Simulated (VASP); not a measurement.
# HgSe (F-43m) in VASP: settings compared

The runs below take HgSe through relaxation of cell and atoms, single point, with PBE0, PBE.

Everything below comes from runs of VASP 6.6.1. Logs are shortened: lines on timing, memory, paths and dates and some standing lists are left out, and cuts for length are marked.

### Step 1. The crystal as given

Symmetry: F-43m, No. 216, cubic system. Conventional cell: a = 6.078 Å, b = 6.078 Å, c = 6.078 Å, α = 90.00°, β = 90.00°, γ = 90.00°. Hg (site symmetry -43m) is surrounded by 4 Se at 2.63 Å. Se (site symmetry -43m) is surrounded by 4 Hg at 2.63 Å.

### Step 2. Relaxation of cell and atoms, PBE0

Contents of POSCAR:

```
HgSe
1.0
    0.0000000000      3.0390000000      3.0390000000
    3.0390000000      0.0000000000      3.0390000000
    3.0390000000      3.0390000000      0.0000000000
Hg Se
1 1
Direct
    0.0000000000      0.0000000000      0.0000000000
    0.7500000000      0.7500000000      0.7500000000
```

Contents of INCAR.step1:

```
PREC = Accurate
ENCUT = 600
EDIFF = 1E-5
ISMEAR = -1
SIGMA = 0.05
LREAL = False
LASPH = True
NELM = 80
ALGO = Normal
LWAVE = True
LCHARG = False
GGA = PE
```

Contents of INCAR.step2:

```
PREC = Accurate
ENCUT = 600
EDIFF = 1E-6
ISMEAR = -1
SIGMA = 0.05
LREAL = False
LASPH = True
NELM = 80
ALGO = Normal
ISIF = 3
LWAVE = False
LCHARG = False
GGA = PE
LHFCALC = True
AEXX = 0.25
PRECFOCK = Fast
HFRCUT = -1
IBRION = 2
NSW = 40
EDIFFG = -0.01
ISTART = 1
```

Contents of KPOINTS:

```
regular mesh
0
Gamma
  4 4 4
```

Potentials or basis: VASP PAW PBE potentials, release 64 (Hg, Se).

Run with:

```sh
$ cat potpaw_PBE.64/Hg/POTCAR potpaw_PBE.64/Se/POTCAR > POTCAR
$ cp INCAR.step1 INCAR
$ mpirun -np 1 vasp_std > vasp.out
$ cp INCAR.step2 INCAR
$ mpirun -np 1 vasp_std > vasp.out
```

OUTCAR:

```text
PREC = Accurate
   ENCUT = 600
   EDIFF = 1E-6
   ISMEAR = -1
   LREAL = False
   LASPH = True
   NELM = 80
   ISIF = 3
   GGA = PE
   LHFCALC = True
   AEXX = 0.25
   PRECFOCK = Fast
   IBRION = 2
   NSW = 40
   EDIFFG = -0.01
   ISTART = 1

 ion  position               nearest neighbor table
   1  0.000  0.000  0.000-   2 2.63   2 2.63   2 2.63   2 2.63
   2  0.750  0.750  0.750-   1 2.63   1 2.63   1 2.63   1 2.63

  LATTYP: Found a face centered cubic cell.
 ALAT       =     6.0780000000

  Lattice vectors:

 A1 = (   0.0000000000,   3.0390000000,   3.0390000000)
 A2 = (   3.0390000000,   0.0000000000,   3.0390000000)
 A3 = (   3.0390000000,   3.0390000000,   0.0000000000)

Analysis of symmetry for initial positions (statically):
=====================================================================
 Subroutine PRICEL returns:
 Original cell was already a primitive cell.

 Routine SETGRP: Setting up the symmetry group for a
 face centered cubic supercell.

 Subroutine GETGRP returns: Found 24 space group operations
 (whereof 24 operations were pure point group operations)
 out of a pool of 48 trial point group operations.

The static configuration has the point symmetry T_d .

Analysis of symmetry for dynamics (positions and initial velocities):
=====================================================================
 Subroutine PRICEL returns:
 Original cell was already a primitive cell.

 Routine SETGRP: Setting up the symmetry group for a
 face centered cubic supercell.

 Subroutine GETGRP returns: Found 24 space group operations
 (whereof 24 operations were pure point group operations)
 out of a pool of 48 trial point group operations.

The dynamic configuration has the point symmetry T_d .

 Subroutine INISYM returns: Found 24 space group operations
 (whereof 24 operations are pure point group operations),
 and found     1 'primitive' translations

----------------------------------------------------------------------------------------

                                     Primitive cell

  volume of cell :      56.1335

  direct lattice vectors                    reciprocal lattice vectors
     0.000000000  3.039000000  3.039000000    -0.164527805  0.164527805  0.164527805
     3.039000000  0.000000000  3.039000000     0.164527805 -0.164527805  0.164527805
     3.039000000  3.039000000  0.000000000     0.164527805  0.164527805 -0.164527805

  length of vectors
     4.297795016  4.297795016  4.297795016     0.284970518  0.284970518  0.284970518

  position of ions in fractional coordinates (direct lattice)
     0.000000000  0.000000000  0.000000000
     0.750000000  0.750000000  0.750000000

  ion indices of the primitive-cell ions
   primitive index   ion index
                 1           1
                 2           2

----------------------------------------------------------------------------------------

 KPOINTS: regular mesh

Automatic generation of k-mesh.
 Grid dimensions read from file:
 generate k-points for:    4    4    4

 Generating k-lattice:

  Cartesian coordinates                     Fractional coordinates (reciprocal lattice)
    -0.041131951  0.041131951  0.041131951     0.250000000  0.000000000  0.000000000
     0.041131951 -0.041131951  0.041131951     0.000000000  0.250000000  0.000000000
     0.041131951  0.041131951 -0.041131951     0.000000000  0.000000000  0.250000000

  Length of vectors
     0.071242629  0.071242629  0.071242629

  Shift w.r.t. Gamma in fractional coordinates (k-lattice)
     0.000000000  0.000000000  0.000000000

 Subroutine IBZKPT returns following result:
 ===========================================

 Found      8 irreducible k-points:

[... 18 lines left out ...]
 SYSTEM =  unknown system
   PREC   = accura    normal or accurate (medium, high low for compatibility)
   ISTART =      1    job   : 0-new  1-cont  2-samecut
   ICHARG =      0    charge: 1-file 2-atom 10-const
   ISPIN  =      1    spin polarized calculation?
   LNONCOLLINEAR =      F non collinear calculations
   LSORBIT =      F    spin-orbit coupling
   LASPH  =      T    aspherical Exc in radial PAW
   ENCUT  =  600.0 eV  44.10 Ry    6.64 a.u.   8.58  8.58  8.58*2*pi/ulx,y,z
   NELM   =     80;   NELMIN=  2; NELMDL=  0     # of ELM steps
   EDIFF  = 0.1E-05   stopping-criterion for ELM
   LREAL  =      F    real-space projection
   EDIFFG = -.1E-01   stopping-criterion for IOM
   NSW    =     40    number of steps for IOM
   IBRION =      2    ionic relax: 0-MD 1-quasi-New 2-CG
   NFREE  =      1    steps in history (QN), initial steepest desc. (CG)
   ISIF   =      3    stress and relaxation
   ISYM   =      3    0-nonsym 1-usesym 2-fastsym
   POTIM  = 0.5000    time-step for ionic-motion
   TEBEG  =    0.0;   TEEND  =   0.0 temperature during run
   PSTRESS=    0.0 pullay stress
   NELECT =      18.0000    total number of electrons
   NUPDOWN=      -1.0000    fix difference up-down
   EMIN   =  10.00;   EMAX   =-10.00  energy-range for DOS
   EFERMI =   0.00;   METHOD = LEGACY
   ISMEAR =    -1;   SIGMA  =   0.05  broadening in eV -4-tet -1-fermi 0-gaus
   EFERMI_NEDOS =   21; number of points for ismear=-14 and -15
   IALGO  =     38    algorithm
   IMIX   =      1    mixing-type and parameters
     AMIX     =   0.40;   BMIX     =  1.00
     AMIX_MAG =   1.60;   BMIX_MAG =  1.00
  volume/ion in A,a.u.               =      28.07       189.40
  Fermi-wavevector in a.u.,A,eV,Ry     =   1.120534  2.117502 17.083421  1.255596
  Thomas-Fermi vector in A             =   2.257181
   LORBIT       =      0    0 simple, 1 ext, 2 COOP (PROOUT), +10 PAW based schemes
   GGA     = PE    functional components
   LHFCALC =     T    Hartree Fock is set to
   PRECFOCK=fast      Normal, Fast or Accurate (Low or Medium for compatibility)
   ENCUT4O =  -1.0   cutoff for four orbital integrals eV
   NKREDX  =     1    reduce k-point grid by
   NKREDY  =     1    reduce k-point grid by
   NKREDZ  =     1    reduce k-point grid by
   AEXX    =    0.2500 exact exchange contribution
   HFSCREEN=    0.0000 screening length (either q_TF or 0.3 A-1)
   HFSCREENC=   0.0000 screening length for correlation (either q_TF or 0.3 A-1)
   ENCUTFOCK=  -1.0 apply spherical cutoff to Coloumb kernel
   IVDW    =     0    specifies the selected vdW correction
   LEPSILON=     F    determine dielectric tensor
   LRPA    =     F    only Hartree local field effects (RPA)
 conjugate gradient relaxation of ions
 non-spin polarized calculation
  energy-cutoff  :      600.00
  volume of cell :       56.13
 maximum number of plane-waves:      1893
 NGX is ok and might be reduce to    36
  NGX = 20; NGY = 20; NGZ = 20

--------------------------------------- Ionic step        1  -------------------------------------------

 number of electron      17.9999998 magnetization

 Free energy of the ion-electron system (eV)
  ---------------------------------------------------
  ext. energy  EPLUGINS =         0.00000000
  ---------------------------------------------------
  free energy    TOTEN  =        -5.71229283 eV

  energy without entropy =       -5.71217134  energy(sigma->0) =       -5.71223208

------------------------ aborting loop EDIFF was not reached (unconverged)  ----------------------------

  FORCE on cell =-STRESS in cart. coord.  units (eV):
  Direction    XX          YY          ZZ          XY          YZ          ZX
  --------------------------------------------------------------------------------------
  -------------------------------------------------------------------------------------
  Total        1.1425152      1.1425152      1.1425152     -0.0000000      0.0000000     -0.0000000
  in kB       32.6099757     32.6099757     32.6099757     -0.0000000      0.0000000     -0.0000000
  external PRESSURE =      32.6099757 kB  Pullay stress =       0.0000000 kB
[... 23 lines left out ...]
--------------------------------------- Ionic step        2  -------------------------------------------

 number of electron      18.0000002 magnetization

------------------------ aborting loop because EDIFF is reached ----------------------------------------

  FORCE on cell =-STRESS in cart. coord.  units (eV):
  Direction    XX          YY          ZZ          XY          YZ          ZX
  --------------------------------------------------------------------------------------
  -------------------------------------------------------------------------------------
  Total       -0.4649317     -0.4649317     -0.4649317     -0.0000000     -0.0000000      0.0000000
  in kB      -12.2308707    -12.2308707    -12.2308707     -0.0000000     -0.0000000      0.0000000
  external PRESSURE =     -12.2308707 kB  Pullay stress =       0.0000000 kB
[... 23 lines left out ...]
--------------------------------------- Ionic step        3  -------------------------------------------

 number of electron      18.0000001 magnetization

 Free energy of the ion-electron system (eV)
  ---------------------------------------------------
  ext. energy  EPLUGINS =         0.00000000
  ---------------------------------------------------
  free energy    TOTEN  =        -5.74329592 eV

  energy without entropy =       -5.74315797  energy(sigma->0) =       -5.74322694

 E-fermi :   0.6451     XC(G=0):  -6.9470

 val. band max:        0.3628842947   @ k =   0.0000   0.0000   0.0000
 cond. band min:       0.8937088586   @ k =   0.0000   0.0000   0.0000
 fundamental gap:      0.5308245640
 Fermi energy:         0.6451311851

 k-point     1 :       0.0000    0.0000    0.0000
  band No.  band energies     occupation
      1     -13.9790      2.00000
      2      -7.5843      2.00000
      3      -7.5797      2.00000
      4      -7.5790      2.00000
      5      -6.9226      2.00000
      6      -6.9225      2.00000
      7       0.2521      1.99923
      8       0.3544      1.99405
      9       0.3629      1.99295
     10       0.8937      0.01377
     11       7.5574      0.00000
     12       7.5579      0.00000
     13       7.5603      0.00000
[... 98 lines left out ...]
  band No.  band energies     occupation
      1     -13.3302      2.00000
      2      -7.2911      2.00000
      3      -7.2376      2.00000
      4      -6.9775      2.00000
      5      -6.9556      2.00000
      6      -6.3468      2.00000
      7      -5.0193      2.00000
      8      -2.2888      2.00000
      9      -2.0954      2.00000
     10       5.5833      0.00000
     11       7.0583      0.00000
     12       8.1206      0.00000
     13       9.4483      0.00000

------------------------ aborting loop because EDIFF is reached ----------------------------------------

  FORCE on cell =-STRESS in cart. coord.  units (eV):
  Direction    XX          YY          ZZ          XY          YZ          ZX
  --------------------------------------------------------------------------------------
  -------------------------------------------------------------------------------------
  Total        0.0017811      0.0017811      0.0017811      0.0000000      0.0000000      0.0000000
  in kB        0.0480789      0.0480789      0.0480789      0.0000000      0.0000000      0.0000000
  external PRESSURE =       0.0480789 kB  Pullay stress =       0.0000000 kB
[... 17 lines left out ...]
  FREE ENERGIE OF THE ION-ELECTRON SYSTEM (eV)
  ---------------------------------------------------
  free  energy   TOTEN  =        -5.7432959166 eV

  energy  without entropy=       -5.7431579669  energy(sigma->0) =       -5.74322694

 reached required accuracy - stopping structural energy minimisation
```

It took 26 min on 1 thread of Intel Xeon Platinum 8559C (Emerald Rapids), shared host; peak memory 0.21 GiB.

Results:

```
Free energy                            : -5.7433 eV
Relaxed volume                         : 29.68 Å³/atom
Relaxed cell                           : a = 4.378 Å, b = 4.378 Å, c = 4.378 Å, α = 60.00°, β = 60.00°, γ = 60.00°
Space group after relaxing (to 0.05 Å) : F-43m (No. 216)
Energy gained by relaxing              : 15.5 meV/atom
Ionic steps                            : 3
Pressure after relaxing                : 0.0 GPa
Band gap on the k mesh                 : 0.53 eV, direct
```

Step by step:
```csv
step,energy change (eV),largest force (eV/Å),pressure (GPa),volume (Å³)
1,0.0000,0.0000,3.26,56.13
2,-0.0250,0.0000,-1.22,60.90
3,-0.0310,0.0000,0.00,59.35
```

Final structure:
```
Hg Se
1.0
     0.00000    3.09604    3.09604
     3.09604    0.00000    3.09604
     3.09604    3.09604    0.00000
Hg Se
1 1
Cartesian
  0.0000 0.0000 0.0000
  4.6441 4.6441 4.6441
```

Caveat: the k mesh is coarse (spacing up to 0.45 Å⁻¹), so the values aren't converged, least of all with exact exchange; the PAW data sets were made with another functional, which shifts forces and pressure a little; spin-orbit coupling is left out, which moves the levels of the heavy elements.

### Step 3. Single point, PBE

Contents of INCAR:

```
ALGO = Normal ; EDIFF = 1E-7
ENCUT = 450 ; GGA = PE
ISIF = 2 ; ISMEAR = 0
LASPH = T ; LCHARG = F
LREAL = F ; LWAVE = F
NELM = 80 ; PREC = Accurate
SIGMA = 0.02
```

Contents of KPOINTS:

```
k-points
0
Gamma
  3 3 3
```

POSCAR is that of step 2.

Potentials or basis: VASP PAW PBE potentials, release 64 (Hg_sv_GW, Se_GW).

Run with:

```sh
$ cat potpaw_PBE.64/Hg_sv_GW/POTCAR potpaw_PBE.64/Se_GW/POTCAR > POTCAR
$ mpirun -np 1 vasp_std > vasp.out
```

Wall time 12 s (1 thread of AMD EPYC 7R43 (Zen 3), shared host); peak memory 0.14 GiB.

Results (log left out):

```
Free energy            : -3.7848 eV
Pressure               : 4.8 GPa
Band gap on the k mesh : none (metal or under the smearing width)
```

Levels at points of the mesh, in eV from the Fermi level:
```tsv
k point	band 11	band 12	band 13	band 14	band 15	band 16
(0.00, 0.00, 0.00)	-0.99	-0.01	-0.01	-0.01	5.44	5.44
```

Caveat: the k mesh is coarse (spacing up to 0.60 Å⁻¹), so the values aren't converged.
